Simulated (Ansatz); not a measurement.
**BaZrO3: checking dH/dP = V**

All numbers below come from DFT PBEsol, scalar-relativistic, plane waves, PAW in Ansatz 0.2.0. Settings: 420 eV cutoff, 6×6×6 k-mesh, Gaussian smearing of 0.02 eV, no spin polarisation.

Reference structure (relaxed):

```xyz
5
Lattice="4.1807 0.0000 0.0000 0.0000 4.1807 0.0000 0.0000 0.0000 4.1807" Properties=species:S:1:pos:R:3 pbc="T T T"
Ba    0.0000    0.0000    0.0000
Zr    2.0903    2.0903    2.0903
O     2.0903    0.0000    2.0903
O     2.0903    2.0903    0.0000
O     0.0000    2.0903    2.0903
```

Cell and atoms were relaxed at each target pressure within the start's symmetry (Pm-3m), at zero temperature; other phases can be more stable under pressure. H = E + PV with P the target; E is the free energy at the smearing used, whose derivative the pressure is, per atom and counted from zero pressure.

Spin-orbit coupling is left out, which matters for the bands and energies of heavy elements.

```
P (GPa) V (Å³/atom) E − E0 (meV) H − H0 (meV)
      0       14.614           0.0           0.0
      2       14.437           1.1         181.3
      5       14.202           6.2         449.4
     10       13.839          22.9         886.7
     20       13.240          78.5        1731.2
     40       12.339         244.1        3324.6
```

Thermodynamics gives dH/dP = V along a relaxed path. Integrate V over P by the trapezoid rule and compare with the computed enthalpies.

With 1 eV/Å³ = 160.22 GPa, each step adds the mean volume times ΔP / 160.22:
```tsv
P (GPa)	∫V dP (meV)	H − H0 (meV)	difference (meV)
2	181.3	181.3	0.0
5	449.4	449.4	0.1
10	887.0	886.7	0.3
20	1732.1	1731.2	0.9
40	3328.5	3324.6	3.9
```

V(P) curves upward, so the trapezoid rule runs high; integrating a smooth curve through the same points puts that excess at about 4.1 meV at 40 GPa, against the 3.9 meV found.

At 40 GPa, how much of the enthalpy change is stored energy and how much is the PV term?

E rises by 244 meV/atom and PV is 40 × 12.339 / 160.22 = 3080 meV/atom, so PV makes 93 % of ΔH. So between rival structures at high pressure a small difference in volume can outweigh the difference in energy: 1 % of this volume is worth 30.8 meV/atom at this pressure.

What bulk modulus do the lowest pressures give?

From the pressures that the runs reached, -2.04 GPa (14.803 Å³) and 2.04 GPa (14.437 Å³), B = −ΔP/Δln V = 4.08 / 0.0250 = 163 GPa, a mean over that range.

The gap is 3.146 eV at -2.04 GPa and 3.200 eV at 2.04 GPa. What pressure coefficient and volume deformation potential follow?

dE_g/dP = 13.1 meV/GPa, and a_V = dE_g/d ln V = −B dE_g/dP = -2.14 eV. If the edges move to other points of the zone within the range, this is a mean of two slopes. Gaps are Kohn–Sham gaps over the whole zone.

Symmetry holds off the tilts and polar distortions that many cubic perovskites undergo.

Cost: 7 runs of about 1.3 core-minutes in all, on AMD EPYC 7R43 (Zen 3) (shared hosts).